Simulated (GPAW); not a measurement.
# TaN (Fm-3m) in GPAW: further runs

Aim: see how the results for TaN move with the level of theory and the settings. Levels: LDA, RPBE. Tasks: single point.

All numbers are computed with GPAW 26.7.0; they aren't measurements. Logs are shortened: lines on timing, memory, paths and dates and some standing lists are left out, and cuts for length are marked. The log counts tension as positive stress, the text compression.

### 1 The structure

It takes space group Fm-3m (No. 225, cubic). Conventional cell: a = 4.423 Å, b = 4.423 Å, c = 4.423 Å, α = 90.00°, β = 90.00°, γ = 90.00°. Ta (site symmetry m-3m) has 6 N at 2.21 Å as nearest neighbours. N (site symmetry m-3m) is surrounded by 6 Ta at 2.21 Å.

The cell comes from a database or a generator and needn't be the stable form of this composition.

### 2 Single point, LDA

File run.py:

```python
from ase import Atoms
from ase.dft.bandgap import bandgap
from ase.io import write
from ase.units import GPa
from gpaw import GPAW, PW

atoms = Atoms(['Ta', 'N'],
              cell=[[0.0, 2.211323, 2.211323],
                    [2.211323, 0.0, 2.211323],
                    [2.211323, 2.211323, 0.0]],
              scaled_positions=[[0.5, 0.5, 0.5],
                                [0.0, 0.0, 0.0]],
              pbc=True)

calc = GPAW(mode=PW(800),
            xc='LDA',
            kpts={'size': (10, 10, 10), 'gamma': True},
            occupations={'name': 'methfessel-paxton', 'order': 0, 'width': 0.05},
            nbands=19,
            convergence={'density': 1e-05, 'energy': 1e-05},
            maxiter=150,
            txt='gpaw.txt')
atoms.calc = calc
energy = atoms.get_potential_energy()
forces = atoms.get_forces()
stress = atoms.get_stress()
calc.write('gs.gpw')
write('result.traj', atoms)
print(f'Energy: {energy:.6f} eV')
print('Forces (eV/A):')
print(forces.round(4))
print('Stress (GPa):', (stress / GPa).round(3))
print('Fermi level:', round(calc.get_fermi_level(), 4), 'eV')
print(f'Gap: {bandgap(calc)[0]:.4f} eV, direct: {bandgap(calc, direct=True)[0]:.4f} eV')
```

Potentials or basis: the program's PAW data sets (release 1.2.1) made for this functional, pw.

On the command line:

```console
$ OMP_NUM_THREADS=1 python run.py
```

gpaw.txt:

```text
__  _  _
 | _ |_)|_||  |
 |__||  | ||/\| - 26.7.0

Input parameters:
  mode=PW(ecut=800.0),
  convergence={'density': 1e-05, 'energy': 1e-05},
  kpts=MonkhorstPack(size=(10, 10, 10), gamma=True),
  maxiter=150,
  nbands=19,
  occupations=Occupations(name='methfessel-paxton', order=0, width=0.05),
  xc=XC(name='LDA')

Diagonalizing LCAO Hamiltonian
Converting LCAO to pw mode

              Ta

       N

Atoms  # Å, Bohr magnetons
|   | symbol |        x |        y |        z |    initial magnetic moments |
|---|--------|----------|----------|----------|-----------------------------|
| 0 |     Ta | 2.211323 | 2.211323 | 2.211323 | ( 0.0000,  0.0000,  0.0000) |
| 1 |      N | 0.000000 | 0.000000 | 0.000000 | ( 0.0000,  0.0000,  0.0000) |

Unit cell  # Å
| periodic |        x |        y |        z |  lengths |    angles |
|----------|----------|----------|----------|----------|-----------|
|      yes | 0.000000 | 2.211323 | 2.211323 | 3.127283 | 60.000000 |
|      yes | 2.211323 | 0.000000 | 2.211323 | 3.127283 | 60.000000 |
|      yes | 2.211323 | 2.211323 | 0.000000 | 3.127283 | 60.000000 |

Number of symmetries: 48
[... 51 lines left out ...]

BZ-sampling:
  Number of BZ points: 1000
  Number of IBZ points: 47

  Monkhorst-Pack size: [10, 10, 10]
  Monkhorst-Pack shift: [0.05, 0.05, 0.05]

K-points  # in reciprocal-cell coordinates
|     |                                coordinates |     weight |
|-----|--------------------------------------------|------------|
|   0 | (  0.00000000,   0.00000000,   0.00000000) | 0.00100000 |
|   1 | (  0.10000000,   0.10000000,   0.00000000) | 0.00600000 |
|   2 | (  0.10000000,   0.10000000,   0.10000000) | 0.00800000 |
|   3 | (  0.20000000,   0.10000000,   0.10000000) | 0.01200000 |
|   4 | (  0.20000000,   0.20000000,   0.00000000) | 0.00600000 |
|   5 | (  0.20000000,   0.20000000,   0.10000000) | 0.02400000 |
|   6 | (  0.20000000,   0.20000000,   0.20000000) | 0.00800000 |
|   7 | (  0.30000000,   0.20000000,   0.10000000) | 0.02400000 |
|   8 | (  0.30000000,   0.20000000,   0.20000000) | 0.02400000 |
|   9 | (  0.30000000,   0.30000000,   0.00000000) | 0.00600000 |
| ... |                                            |            |
|  46 | (  0.50000000,   0.50000000,   0.50000000) | 0.00400000 |

Plane wave coefficients: 1139
Cutoff: 800.0 eV

Spin-components: 1 (collinear spins)
Bands:           19
Projectors:      11
Spin-degeneracy: 2
Datatype:        complex128

Parallelization:
  kpt:    1
  domain: 1
  band:   1

Density:
  Valence electrons: 18.0
  Components: 1
  Grid points: [21 21 21]
  Charge: 0.0  # |e|

Potential:
  Grid points: [21 21 21]

species:
  Ta:
    name:    Tantalum
    Z:       73.0
    valence: 13
    core:    60
    charge:  0.0  # [|e|]
    compensation charges:
      type: gauss
      rc: 0.42  # [Å]
      lmax: 2
    cutoffs:
      filter: 2.36  # [Å]
      core: 3.45  # [Å]
    projectors
    | kind |    occ | energy [eV] | rcut [Å] |
    |------|--------|-------------|----------|
    |   5s |  2.000 |     -72.979 |    1.365 |
    |   6s |  2.000 |      -5.599 |    1.365 |
    |   5p |  6.000 |     -39.590 |    1.349 |
    |   6p |  0.000 |      -1.483 |    1.349 |
    |   5d |  3.000 |      -3.794 |    1.307 |
    |    d |        |      23.417 |    1.307 |

    Using partial waves for Ta as LCAO basis

  N:
    name:    Nitrogen
    Z:       7.0
    valence: 5
    core:    2
    charge:  0.0  # [|e|]
    compensation charges:
      type: gauss
      rc: 0.18  # [Å]
      lmax: 2
    cutoffs:
      filter: 1.11  # [Å]
      core: 0.96  # [Å]
    projectors
    | kind |    occ | energy [eV] | rcut [Å] |
    |------|--------|-------------|----------|
    |   2s |  2.000 |     -18.420 |    0.603 |
    |   2p |  3.000 |      -7.237 |    0.529 |
    |    s |        |       8.791 |    0.603 |
    |    p |        |      19.974 |    0.529 |
    |    d |        |       0.000 |    0.577 |

    Using partial waves for N as LCAO basis

Reference energy: -425393.194025  # eV

eigensolver:
  PPCG
  Converge bands: occupied
  niter=2

density mixing:
  MSR1-Mixer
  Pratt-step length: 0.05
  Maximum mixing coefficient: 0.75
  Old densities: 10
  SVD Regularization: 0.005
  Good broyden scale: 1.0
  Trust region scale: 1.0
  Backstep threshold: 4.0
  History deletion threshold: 6.0
  Fourier metric: weight=20.0, sigma=0.015

occupation numbers:
  Methfessel-Paxton:
    width: 0.0500  # eV
    order: 0

poisson solver:
  ecut: 6400.0  # eV

xc functional:
  name: None

convergence criteria:
- Maximum integral of absolute [dens]ity change: 1e-05 electrons / valence electron
- Maximum [total energy] change in last 3 cyles: 1e-05 eV / valence electron
- Maximum integral of absolute [eigenst]ate change: 4e-08 eV^2 / valence electron
maximum number of iterations: 150

SCF iterations
|iter     | |      energy | eigst |  dens |
|---------|-|-------------|-------|-------|
|iter:   1| |  -24.042288 | +0.25 |       |
|iter:   2| |  -23.527435 | -2.45 | -0.95 |
|iter:   3| |  -22.350065 | -1.58 | -1.02 |
|iter:   4| |  -22.350718 | -3.28 | -1.71 |
|iter:   5| |  -22.354416 | -3.53 | -1.92 |
|iter:   6| |  -22.354374 | -5.20 | -2.95 |
|iter:   7| |  -22.354379c| -7.13 | -3.72 |
|iter:   8| |  -22.354380c| -7.90c| -4.17 |
|iter:   9| |  -22.354380c| -8.88c| -5.24c|

Converged in 9 steps
Energy contributions relative to reference atoms: (reference = -425393.194025)

Energy contributions:
  Kinetic:          10.494030
  Coulomb:         -11.681741
  Zero:             -0.156214
  External:          0.000000
  Xc:              -21.009879
  Entropy:          -0.001149
  Spinorbit:         0.000000
  ----------------------------
  Free energy:     -22.354955
  Extrapolated:    -22.354380

dipole moment: (-10.957681, -10.957681, -10.957681)  # |e|*Ang

Fermi level: 14.912
Eigenvalues  # (at kpt = [0.000, 0.000, 0.000])
| band index |      eig [eV] | occ [0-2] |
|------------|---------------|-----------|
|          0 |       -54.452 |     2.000 |
|        ... |               |           |
|          5 |        11.148 |     2.000 |
|          6 |        11.148 |     2.000 |
|          7 |        11.148 |     2.000 |
|          8 |        12.804 |     2.000 |
|          9 |        12.804 |     2.000 |
|         10 |        12.804 |     2.000 |
|         11 |        14.865 |     1.821 |
|         12 |        14.865 |     1.821 |
|         13 |        16.453 |     0.000 |
|         14 |        24.262 |     0.000 |
|         15 |        38.726 |     0.000 |
|         16 |        38.726 |     0.000 |
|         17 |        38.726 |     0.000 |
|         18 |        40.920 |     0.000 |

No gap
No difference between direct/indirect transitions

Forces  # eV/Ang
|        x |        y |        z |
|----------|----------|----------|
|  0.00000 |  0.00000 | -0.00000 |  # Ta   0
| -0.00000 | -0.00000 | -0.00000 |  # N    1

Stress tensor  # eV/Ang^3
|         x |         y |        z |
|-----------|-----------|----------|
|  0.118487 | -0.000000 | 0.000000 |
| -0.000000 |  0.118487 | 0.000000 |
|  0.000000 |  0.000000 | 0.118487 |

# Writing to gs.gpw (mode='')
```

Wall time 24 s (1 thread of Intel Xeon Platinum 8259CL at 2.50GHz (Skylake/Cascade Lake), shared host); peak memory 0.17 GiB.

What came out:

```yaml
Free_energy: -22.3550 eV
Pressure: -19.0 GPa
Band_gap_on_the_k_mesh: none (metal or under the smearing width)
```

Levels at points of the mesh, in eV from the Fermi level:
```
           k point  band 6  band 7  band 8  band 9  band 10  band 11  band 12  band 13
(0.00, 0.00, 0.00)   -3.76   -3.76   -3.76   -2.11    -2.11    -2.11    -0.05    -0.05
(0.50, 0.50, 0.00)   -6.56   -5.36   -4.57   -4.57     1.94     3.37     3.37     4.38
(0.50, 0.50, 0.50)  -10.21   -7.45   -7.45    1.78     1.78     1.90     3.82     7.26
```

Caveat: so large a pressure means that the cell lies far from this level's equilibrium, or that cutoff or potentials fall short. Spin-orbit coupling is left out, which matters for the levels of Ta.

### 3 Single point, RPBE

File run.py:

```python
from ase.dft.bandgap import bandgap
from ase.io import read, write
from ase.units import GPa
from gpaw import GPAW, PW

atoms = read('POSCAR')

calc = GPAW(mode=PW(800),
            xc='RPBE',
            kpts={'size': (10, 10, 10), 'gamma': True},
            occupations={'name': 'methfessel-paxton', 'order': 0, 'width': 0.02},
            nbands=19,
            convergence={'density': 1e-05, 'energy': 1e-05},
            maxiter=150,
            txt='gpaw.txt')
atoms.calc = calc
energy = atoms.get_potential_energy()
forces = atoms.get_forces()
stress = atoms.get_stress()
calc.write('gs.gpw')
write('result.traj', atoms)
print(f'Energy: {energy:.6f} eV')
print('Forces (eV/A):')
print(forces.round(4))
print('Stress (GPa):', (stress / GPa).round(3))
print('Fermi level:', round(calc.get_fermi_level(), 4), 'eV')
print(f'Gap: {bandgap(calc)[0]:.4f} eV, direct: {bandgap(calc, direct=True)[0]:.4f} eV')
```

File POSCAR:

```
TaN
1.0
    0.0000000000      2.2113230000      2.2113230000
    2.2113230000      0.0000000000      2.2113230000
    2.2113230000      2.2113230000      0.0000000000
Ta N
1 1
Direct
    0.5000000000      0.5000000000      0.5000000000
    0.0000000000      0.0000000000      0.0000000000
```

Potentials or basis: the program's PAW data sets (release 1.2.1) made for this functional, pw.

On the command line:

```console
$ OMP_NUM_THREADS=1 python run.py
```

It took 24 s on 1 thread of Intel Xeon Platinum 8259CL at 2.50GHz (Skylake/Cascade Lake), shared host; peak memory 0.17 GiB.

The run converged. Its results:

| Quantity | Value |
| --- | --- |
| Free energy | -18.9401 eV |
| Pressure | 4.0 GPa |
| Band gap on the k mesh | none (metal or under the smearing width) |

Levels at points of the mesh, in eV from the Fermi level:
```csv
k point,band 7,band 8,band 9,band 10,band 11,band 12
"(0.00, 0.00, 0.00)",-3.83,-3.83,-2.10,-2.10,-2.10,0.03
"(0.50, 0.50, 0.00)",-5.39,-4.65,-4.65,2.02,3.37,3.37
"(0.50, 0.50, 0.50)",-7.47,-7.47,1.79,1.79,1.89,3.65
```

The run has no spin-orbit coupling, so splittings on Ta are missing.
